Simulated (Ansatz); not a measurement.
Inside the gap of an insulator the Bloch states are evanescent, with a wavenumber k + iκ along the transport direction.

Here is the system:

```
CELL_PARAMETERS angstrom
      4.97631     0.00000     0.00000
     -2.48815     4.30961     0.00000
      0.00000     0.00000     5.67088
ATOMIC_POSITIONS crystal
  Ge 0.44846 0.00000 0.50000
  Ge 0.00000 0.44846 0.16667
  Ge 0.55154 0.55154 0.83333
  O  0.60489 0.91082 0.74468
  O  0.08918 0.69407 0.41135
  O  0.30593 0.39511 0.07801
  O  0.69407 0.08918 0.25532
  O  0.39511 0.30593 0.58865
  O  0.91082 0.60489 0.92199
```

The cell is taken as given; by r2SCAN it stands under a pressure of -0.7 GPa.

Transport runs along the normal of the first two printed cell vectors, the (001) plane of the conventional cell.

No gap correction and no spin-orbit coupling; mid-gap is the computed energy nearest the middle.

Task: Predict the band gap and the smallest decay constant κ at mid-gap from Ansatz (a quantum-chemistry and plane-wave program) with r2SCAN.

Result: Gap 4.17 eV on a 12×12×6 mesh; κ = 0.339 1/Å, at the zone centre.
